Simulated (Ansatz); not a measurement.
# Si4C5: the cost of one run

Program: Ansatz 0.2.0. Level of theory: DFT PBE, scalar-relativistic, plane waves, PAW. These are calculated values, not measurements.

21 further runs of the same task are left out: 21 set aside as unsound or not needed. Runs told in other sessions of the task aren't counted.

### Step 1. The system as given

Symmetry: Cm, No. 8, monoclinic system. The conventional cell has a = 5.356 Å, b = 3.092 Å, c = 25.234 Å, α = 90.00°, β = 90.00°, γ = 90.00°. C (site symmetry m) has 3 Si at 1.89 Å in its first shell of neighbours. Around Si (site symmetry m) lie 4 C at 1.89 to 1.91 Å. C (site symmetry m) is surrounded by 4 Si at 1.89 to 1.91 Å. Si (site symmetry m) has 4 C at 1.89 to 1.94 Å in its first shell of neighbours. C (site symmetry m) has 4 Si at 1.88 to 1.94 Å in its first shell of neighbours. Si (site symmetry m) is surrounded by 4 C at 1.88 to 1.97 Å. C (site symmetry m) has 1 C at 1.74 Å and 4 Si at 1.87 to 1.97 Å in its first shell of neighbours. Si (site symmetry m) has 4 C at 1.60 to 1.87 Å in its first shell of neighbours. Only part of the 9 independent sites is listed.

Coordinates:

```
C Si
1.0
     3.09201    0.00000    0.00000
    -1.54601    2.67776    0.00000
     0.00000    0.00000   25.23371
C Si
5 4
Cartesian
  0.0000 1.7852 4.0000
  1.5460 0.8926 6.5369
  0.0000 1.7852 9.1041
  1.5460 0.8926 11.6669
  1.0307 1.1901 13.3037
  1.5460 0.8926 4.6298
  0.0000 1.7852 7.1667
  1.5460 0.8926 9.6970
  0.0000 1.7852 12.2337
```

This is the geometry of the first run shown, built on a cell relaxed beforehand with the same method.

### Step 2. Plan of the line

Atoms count from 1 in the order of the input.

C is moved along a line over the surface and along the normal, above a rigid substrate.

- position of C9 along the long diagonal of the hexagonal surface cell, from above Si8: 9 values from 0.00 to 4.76 Å, periodic
- height of C9 above the plane of Si8: 8 values from 0.11 to 3.63 Å

Nothing else is relaxed. Points are written as (first, second).

### Step 3. The run at (1.19 Å, 1.07 Å)

The cell repeats along c, and a dipole correction in the vacuum removes the field between the copies.

Input file input.yaml:

```yaml
crystal:
  lattice:
    - [3.0920147208, 0.0, 0.0]
    - [-1.5460073604, 2.6777632971, 0.0]
    - [0.0, 0.0, 25.2337106667]
  atoms:
    - { symbol: C, position: [0.3333333333, 0.6666666667, 0.1585181051] }
    - { symbol: Si, position: [0.6666666667, 0.3333333333, 0.1834768895] }
    - { symbol: C, position: [0.6666666667, 0.3333333333, 0.2590546646] }
    - { symbol: Si, position: [0.3333333333, 0.6666666667, 0.284013449] }
    - { symbol: C, position: [0.3333333333, 0.6666666667, 0.3607902149] }
    - { symbol: Si, position: [0.6666666667, 0.3333333333, 0.3842867907] }
    - { symbol: C, position: [0.6666666667, 0.3333333333, 0.4623551549] }
    - { symbol: Si, position: [0.3333333333, 0.6666666667, 0.4848161584] }
    - { symbol: C, position: [0.5555555556, 0.4444444444, 0.5272197515], spin: 2.0 }
basis:
  ecutwfc: 420
kpoints:
  mp_grid: { grid: [9, 9, 1] }
hamiltonian:
  xc: pbe
  pseudopotentials: { kind: paw, azcp: { folder: soft_1 } }
scf:
  occupations: { method: gaussian, width: 0.05 }
output:
  forces: true
  eigenvalues: true
  populations: true
magnetization:
  spin_polarized: true
efield:
  axis: 3
  dipole_correction: true
  ramp_width: 0.04
```

Command:

```bash
$ ansatz run input.yaml --threads 1 --pin off --max-ram 3072MiB --backend cpu --events-out ev --progress --plain --runs-dir out
```

Q: Estimate wall time and peak memory on 1 thread of Intel Xeon Platinum 8488C (Sapphire Rapids), shared host.

About 44 s, with a peak of 0.59 GiB.
